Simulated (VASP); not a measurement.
# KCl (Fm-3m) in VASP: notebook

Runs on KCl. Level: r2SCAN. Tasks: single point, relaxation of cell and atoms.

All numbers are computed with VASP 6.6.1; they aren't measurements. Logs are shortened: lines on timing, memory, paths and dates and some standing lists are left out, and cuts for length are marked.

**Measured values to compare with.**

A printed reference work, monograph reports, for a bulk crystal of KCl: band gap 8.68 eV.

How close the calculation comes is told below.

## Step 1: The cell of the first run

Symmetry: Fm-3m, No. 225, cubic system. The conventional cell has a = 6.312 Å, b = 6.312 Å, c = 6.312 Å, α = 90.00°, β = 90.00°, γ = 90.00°. K (site symmetry m-3m) has 6 Cl at 3.16 Å within 4.2 Å. Within 4.2 Å of Cl (site symmetry m-3m) lie 6 K at 3.16 Å.

## Step 2: Single point, r2SCAN

POSCAR

```
KCl
1.0
    0.0000000000      3.1561000000      3.1561000000
    3.1561000000      0.0000000000      3.1561000000
    3.1561000000      3.1561000000      0.0000000000
K Cl
1 1
Direct
    0.0000000000      0.0000000000      0.0000000000
    0.5000000000      0.5000000000      0.5000000000
```

INCAR.step1

```
ALGO = Normal
EDIFF = 1E-4
ENCUT = 520
GGA = PE
ISMEAR = 0
LASPH = T
LCHARG = F
LREAL = F
LWAVE = T
NBANDS = 15
NELM = 80
PREC = Accurate
SIGMA = 0.1
```

INCAR.step2

```
ALGO = Normal
EDIFF = 1E-6
ENCUT = 520
ISIF = 2
ISMEAR = 0
ISTART = 1
LASPH = T
LCHARG = F
LMIXTAU = T
LREAL = F
LWAVE = F
METAGGA = R2SCAN
NBANDS = 15
NELM = 80
PREC = Accurate
SIGMA = 0.1
```

KPOINTS

```
k-points
0
Gamma
  6 6 6
```

Potentials or basis: VASP PAW PBE potentials, release 64 (K_sv, Cl).

The run is started by

```
$ cat potpaw_PBE.64/K_sv/POTCAR potpaw_PBE.64/Cl/POTCAR > POTCAR
$ cp INCAR.step1 INCAR
$ mpirun -np 1 vasp_std > vasp.out
$ cp INCAR.step2 INCAR
$ mpirun -np 1 vasp_std > vasp.out
```

OUTCAR:

```text
EDIFF = 1E-6
   ENCUT = 520
   ISIF = 2
   ISMEAR = 0
   ISTART = 1
   LASPH = T
   LREAL = F
   METAGGA = R2SCAN
   NELM = 80
   PREC = Accurate

 ion  position               nearest neighbor table
   1  0.000  0.000  0.000-   2 3.16   2 3.16   2 3.16   2 3.16   2 3.16   2 3.16
   2  0.500  0.500  0.500-   1 3.16   1 3.16   1 3.16   1 3.16   1 3.16   1 3.16

  LATTYP: Found a face centered cubic cell.
 ALAT       =     6.3122000000

  Lattice vectors:

 A1 = (   0.0000000000,   3.1561000000,   3.1561000000)
 A2 = (   3.1561000000,   0.0000000000,   3.1561000000)
 A3 = (   3.1561000000,   3.1561000000,   0.0000000000)

Analysis of symmetry for initial positions (statically):
=====================================================================
 Subroutine PRICEL returns:
 Original cell was already a primitive cell.

 Routine SETGRP: Setting up the symmetry group for a
 face centered cubic supercell.

 Subroutine GETGRP returns: Found 48 space group operations
[... 9 lines left out ...]

 Routine SETGRP: Setting up the symmetry group for a
 face centered cubic supercell.

 Subroutine GETGRP returns: Found 48 space group operations
[... 11 lines left out ...]
                                     Primitive cell

  volume of cell :      62.8756

  direct lattice vectors                    reciprocal lattice vectors
     0.000000000  3.156100000  3.156100000    -0.158423371  0.158423371  0.158423371
     3.156100000  0.000000000  3.156100000     0.158423371 -0.158423371  0.158423371
     3.156100000  3.156100000  0.000000000     0.158423371  0.158423371 -0.158423371

  length of vectors
     4.463399424  4.463399424  4.463399424     0.274397327  0.274397327  0.274397327

  position of ions in fractional coordinates (direct lattice)
     0.000000000  0.000000000  0.000000000
     0.500000000  0.500000000  0.500000000

  ion indices of the primitive-cell ions
   primitive index   ion index
                 1           1
                 2           2

----------------------------------------------------------------------------------------

 KPOINTS: k-points

Automatic generation of k-mesh.
 Grid dimensions read from file:
 generate k-points for:    6    6    6

 Generating k-lattice:

  Cartesian coordinates                     Fractional coordinates (reciprocal lattice)
    -0.026403895  0.026403895  0.026403895     0.166666667  0.000000000  0.000000000
     0.026403895 -0.026403895  0.026403895     0.000000000  0.166666667  0.000000000
     0.026403895  0.026403895 -0.026403895     0.000000000  0.000000000  0.166666667

[... 56 lines left out ...]
   TEBEG  =    0.0;   TEEND  =   0.0 temperature during run
   PSTRESS=    0.0 pullay stress
   NELECT =      16.0000    total number of electrons
   NUPDOWN=      -1.0000    fix difference up-down
   EMIN   =  10.00;   EMAX   =-10.00  energy-range for DOS
   EFERMI =   0.00;   METHOD = LEGACY
   ISMEAR =     0;   SIGMA  =   0.10  broadening in eV -4-tet -1-fermi 0-gaus
   EFERMI_NEDOS =   21; number of points for ismear=-14 and -15
   IALGO  =     38    algorithm
   IMIX   =      4    mixing-type and parameters
     AMIX     =   0.40;   BMIX     =  1.00
     AMIX_MAG =   1.60;   BMIX_MAG =  1.00
  volume/ion in A,a.u.               =      31.44       212.15
  Fermi-wavevector in a.u.,A,eV,Ry     =   1.037419  1.960437 14.643101  1.076238
  Thomas-Fermi vector in A             =   2.171856
   LORBIT       =      0    0 simple, 1 ext, 2 COOP (PROOUT), +10 PAW based schemes
   METAGGA = R2SCAN    functional components
   LHFCALC =     F    Hartree Fock is set to
   AEXX    =    0.0000 exact exchange contribution
   IVDW    =     0    specifies the selected vdW correction
   LEPSILON=     F    determine dielectric tensor
   LRPA    =     F    only Hartree local field effects (RPA)
 non-spin polarized calculation
 Gauss-broadening in eV      SIGMA  =   0.10
  energy-cutoff  :      520.00
  volume of cell :       62.88
 maximum number of plane-waves:      1711
 NGX is ok and might be reduce to    36
   NGX = 17   NGY = 17   NGZ = 17

 number of electron      16.0000000 magnetization

 Free energy of the ion-electron system (eV)
  ---------------------------------------------------
  ext. energy  EPLUGINS =         0.00000000
  ---------------------------------------------------
  free energy    TOTEN  =       -16.50634721 eV

  energy without entropy =      -16.50634721  energy(sigma->0) =      -16.50634721

 E-fermi :  -1.8574     XC(G=0):  -7.9123

 val. band max:       -2.3000491370   @ k =   0.0000   0.0000   0.0000
 cond. band min:       3.4972531059   @ k =   0.0000   0.0000   0.0000
 fundamental gap:      5.7973022429
 Fermi energy:        -1.8573567559

 k-point     1 :       0.0000    0.0000    0.0000
  band No.  band energies     occupation
      1     -30.5915      2.00000
      2     -14.9598      2.00000
      3     -13.2824      2.00000
      4     -13.2824      2.00000
      5     -13.2824      2.00000
      6      -2.3000      2.00000
      7      -2.3000      2.00000
      8      -2.3000      2.00000
      9       3.4973      0.00000
     10       6.7299      0.00000
     11       6.7299      0.00000
     12       6.7299      0.00000
     13       7.7675      0.00000
     14       7.7675      0.00000
[... 257 lines left out ...]
      2     -14.9242      2.00000
      3     -13.3957      2.00000
      4     -13.3552      2.00000
      5     -13.2355      2.00000
      6      -2.8745      2.00000
      7      -2.7115      2.00000
      8      -2.6588      2.00000
      9       5.4778      0.00000
     10       7.1848      0.00000
     11       7.6236      0.00000
     12       8.7358      0.00000
     13       9.5180      0.00000
     14      10.1926      0.00000
     15      10.7686      0.00000

------------------------ aborting loop because EDIFF is reached ----------------------------------------

  FORCE on cell =-STRESS in cart. coord.  units (eV):
  Direction    XX          YY          ZZ          XY          YZ          ZX
  --------------------------------------------------------------------------------------
  -------------------------------------------------------------------------------------
  Total       -0.0784770     -0.0784770     -0.0784770      0.0000000     -0.0000000     -0.0000000
  in kB       -1.9997264     -1.9997264     -1.9997264      0.0000000     -0.0000000     -0.0000000
  external PRESSURE =      -1.9997264 kB  Pullay stress =       0.0000000 kB

 VOLUME and BASIS-vectors are now :
 -----------------------------------------------------------------------------
  energy-cutoff  :      520.00
  volume of cell :       62.88
      direct lattice vectors                 reciprocal lattice vectors
     0.000000000  3.156100000  3.156100000    -0.158423371  0.158423371  0.158423371
     3.156100000  0.000000000  3.156100000     0.158423371 -0.158423371  0.158423371
     3.156100000  3.156100000  0.000000000     0.158423371  0.158423371 -0.158423371

 POSITION                                       TOTAL-FORCE (eV/Angst)
 -----------------------------------------------------------------------------------
      0.00000      0.00000      0.00000         0.000000      0.000000      0.000000
      3.15610      3.15610      3.15610        -0.000000     -0.000000     -0.000000
 -----------------------------------------------------------------------------------
    total drift:                                0.000000      0.000000      0.000000

  FREE ENERGIE OF THE ION-ELECTRON SYSTEM (eV)
  ---------------------------------------------------
  free  energy   TOTEN  =       -16.5063472071 eV

  energy  without entropy=      -16.5063472071  energy(sigma->0) =      -16.50634721
```

OUTCAR.step1:

```text
EDIFF = 1E-4
   ENCUT = 520
   GGA = PE
   ISMEAR = 0
   LASPH = T
[... 498 lines left out ...]
 -----------------------------------------------------------------------------------
      0.00000      0.00000      0.00000         0.000000      0.000000      0.000000
      3.15610      3.15610      3.15610        -0.000000     -0.000000     -0.000000
 -----------------------------------------------------------------------------------
    total drift:                                0.000000      0.000000      0.000000

  FREE ENERGIE OF THE ION-ELECTRON SYSTEM (eV)
  ---------------------------------------------------
  free  energy   TOTEN  =        -6.8065071912 eV

  energy  without entropy=       -6.8065071912  energy(sigma->0) =       -6.80650719
```

Run time: 60 s. Hardware: 1 thread of Intel Xeon Platinum 8259CL at 2.50GHz (Skylake/Cascade Lake), shared host; peak memory 0.21 GiB.

What came out:

| Property | Result |
| --- | --- |
| Free energy | -16.5063 eV |
| Pressure | -0.2 GPa |
| Band gap on the k mesh | 5.80 eV, direct |

Caveat: the PAW data sets were made with another functional, which shifts forces and pressure a little.

## Step 3: Single point, r2SCAN

This run uses another cell than the first one, of 31.15 Å³/atom, 0.991 times its volume.

POSCAR

```
KCl
1.0
    0.0000000000      3.1464897793      3.1464897793
    3.1464897793      0.0000000000      3.1464897793
    3.1464897793      3.1464897793      0.0000000000
K Cl
1 1
Direct
    0.0000000000      0.0000000000      0.0000000000
    0.5000000000      0.5000000000      0.5000000000
```

INCAR.step1

```
SYSTEM = KCl
PREC = Accurate ; ENCUT = 520
ISMEAR = 0 ; SIGMA = 0.02
LREAL = .FALSE. ; LASPH = .TRUE.
NELM = 80 ; NBANDS = 15
GGA = PE ; ALGO = Normal
EDIFF = 1E-4 ; LWAVE = .TRUE.
LCHARG = .FALSE.
```

INCAR.step2

```
SYSTEM = KCl
PREC = Accurate ; ENCUT = 520
EDIFF = 1E-6 ; ISMEAR = 0
SIGMA = 0.02 ; LREAL = .FALSE.
LASPH = .TRUE. ; NELM = 80
ALGO = Normal ; ISIF = 2
LWAVE = .FALSE. ; LCHARG = .FALSE.
METAGGA = R2SCAN ; LMIXTAU = .TRUE.
NBANDS = 15 ; ISTART = 1
```

KPOINTS

```
regular mesh
0
G
  6 6 6
  0 0 0
```

Potentials or basis: VASP PAW PBE potentials, release 64 (K_sv, Cl).

The run is started by

```
$ cat potpaw_PBE.64/K_sv/POTCAR potpaw_PBE.64/Cl/POTCAR > POTCAR
$ cp INCAR.step1 INCAR
$ mpirun -np 1 vasp_std > vasp.out
$ cp INCAR.step2 INCAR
$ mpirun -np 1 vasp_std > vasp.out
```

Run time: 31 s. Hardware: 1 thread of Intel Xeon 6975P-C (Granite Rapids), shared host; peak memory 0.21 GiB.

Results (log left out):

- Free energy: -16.5065 eV
- Pressure: 0.0 GPa
- Band gap on the k mesh: 5.83 eV, direct

Levels at points of the mesh, in eV from the valence-band top:
```
           k point  band 4  band 5  band 6  band 7  band 8  band 9  band 10  band 11  band 12  band 13
(0.00, 0.00, 0.00)  -10.96  -10.96    0.00    0.00    0.00    5.83     9.03     9.03     9.03    10.08
(0.50, 0.00, 0.00)  -10.97  -10.74   -1.05   -0.32   -0.32    8.13     9.24    11.32    11.32    12.18
(0.50, 0.50, 0.00)  -11.01  -11.01   -0.67   -0.23   -0.23    7.03     9.22    10.69    11.11    11.56
```

Caveat: the PAW data sets were made with another functional, which shifts forces and pressure a little.

## Step 4: Relaxation of cell and atoms, r2SCAN

POSCAR

```
KCl
1.0
    0.0000000000      3.1561000000      3.1561000000
    3.1561000000      0.0000000000      3.1561000000
    3.1561000000      3.1561000000      0.0000000000
K Cl
1 1
Direct
    0.0000000000      0.0000000000      0.0000000000
    0.5000000000      0.5000000000      0.5000000000
```

INCAR.step1

```
SYSTEM = KCl
  PREC = Accurate
  ENCUT = 600
  ISMEAR = 0
  SIGMA = 0.02
  LREAL = .FALSE.
  LASPH = .TRUE.
  NELM = 80
  GGA = PE
  ALGO = Normal
  EDIFF = 1E-4
  LWAVE = .TRUE.
  LCHARG = .FALSE.
```

INCAR.step2

```
SYSTEM = KCl
  PREC = Accurate
  ENCUT = 600
  EDIFF = 1E-7
  ISMEAR = 0
  SIGMA = 0.02
  LREAL = .FALSE.
  LASPH = .TRUE.
  NELM = 80
  ALGO = Normal
  ISIF = 3
  LWAVE = .FALSE.
  LCHARG = .FALSE.
  METAGGA = R2SCAN
  LMIXTAU = .TRUE.
  IBRION = 2
  NSW = 100
  EDIFFG = -0.005
  ISTART = 1
```

KPOINTS

```
Automatic mesh
0
G
  6 6 6
  0 0 0
```

The run is started by

```
$ cat potpaw_PBE.64/K_sv/POTCAR potpaw_PBE.64/Cl/POTCAR > POTCAR
$ cp INCAR.step1 INCAR
$ mpirun -np 1 vasp_std > vasp.out
$ cp INCAR.step2 INCAR
$ mpirun -np 1 vasp_std > vasp.out
```

It took 70 s on 1 thread of Intel Xeon 6975P-C (Granite Rapids), shared host; peak memory 0.23 GiB.

Results (log left out):

```
Free energy                            : -16.5078 eV
Relaxed volume                         : 31.19 Å³/atom
Relaxed cell                           : a = 4.452 Å, b = 4.452 Å, c = 4.452 Å, α = 60.00°, β = 60.00°, γ = 60.00°
Space group after relaxing (to 0.05 Å) : Fm-3m (No. 225)
Energy gained by relaxing              : 0.1 meV/atom
Ionic steps                            : 3
Pressure after relaxing                : 0.0 GPa
Band gap on the k mesh                 : 5.83 eV, direct
```

Step by step:
```csv
step,energy change (eV),largest force (eV/Å),pressure (GPa),volume (Å³)
1,0.0000,0.0000,-0.16,62.88
2,-0.0002,0.0000,-0.07,62.60
3,-0.0002,0.0000,0.00,62.38
```

Final structure:
```cif
data_structure
_symmetry_space_group_name_H-M 'P 1'
_symmetry_Int_Tables_number 1
_cell_length_a 4.4517
_cell_length_b 4.4517
_cell_length_c 4.4517
_cell_angle_alpha 60.000
_cell_angle_beta 60.000
_cell_angle_gamma 60.000
_cell_volume 62.38
loop_
_atom_site_label
_atom_site_type_symbol
_atom_site_fract_x
_atom_site_fract_y
_atom_site_fract_z
_atom_site_occupancy
K1 K 0.00000 0.00000 0.00000 1
Cl1 Cl 0.50000 0.50000 0.50000 1
```

Levels at points of the mesh, in eV from the valence-band top:
| k point | band 6 | band 7 | band 8 | band 9 | band 10 | band 11 |
| --- | --- | --- | --- | --- | --- | --- |
| (0.00, 0.00, 0.00) | 0.00 | 0.00 | 0.00 | 5.83 | 9.03 | 9.03 |
| (0.50, 0.00, 0.00) | -1.04 | -0.32 | -0.32 | 8.13 | 9.24 | 11.32 |
| (0.50, 0.50, 0.00) | -0.67 | -0.23 | -0.23 | 7.03 | 9.21 | 10.68 |

Caveat: the PAW data sets were made with another functional, which shifts forces and pressure a little.

## Step 5: Summary

```csv
task,cell,cutoff (eV),smearing,gap on the mesh (eV),pressure (GPa)
single point,"a = 4.463 Å, angles 60.0°, 2 atoms",520,gaussian 0.1 eV,5.80,-0.2
single point,"a = 4.450 Å, angles 60.0°, 2 atoms",520,gaussian 0.02 eV,5.83,0.0
relaxation of cell and atoms,"relaxed from a = 4.463 Å, angles 60.0°, 2 atoms",600,gaussian 0.02 eV,5.83,0.0
```

Alike in all rows: level r2SCAN; potentials or basis VASP PAW PBE potentials, release 64 (K_sv, Cl); no spin polarisation; k mesh 6 × 6 × 6.

Caveats: the PAW data sets were made with another functional, which shifts forces and pressure a little.

Total energies depend on the potentials used, so only differences within one code and one set of settings carry meaning.

## Step 6: How close it comes

Step 2. A measured gap of KCl is 8.68 eV (a printed reference work, monograph); the calculated 5.80 eV misses it by -2.88 eV. The value is that of r2SCAN, without temperature or zero-point motion.

Step 3. A measured gap of KCl is 8.68 eV (a printed reference work, monograph); the calculated 5.83 eV misses it by -2.85 eV. The value is that of r2SCAN, without temperature or zero-point motion.
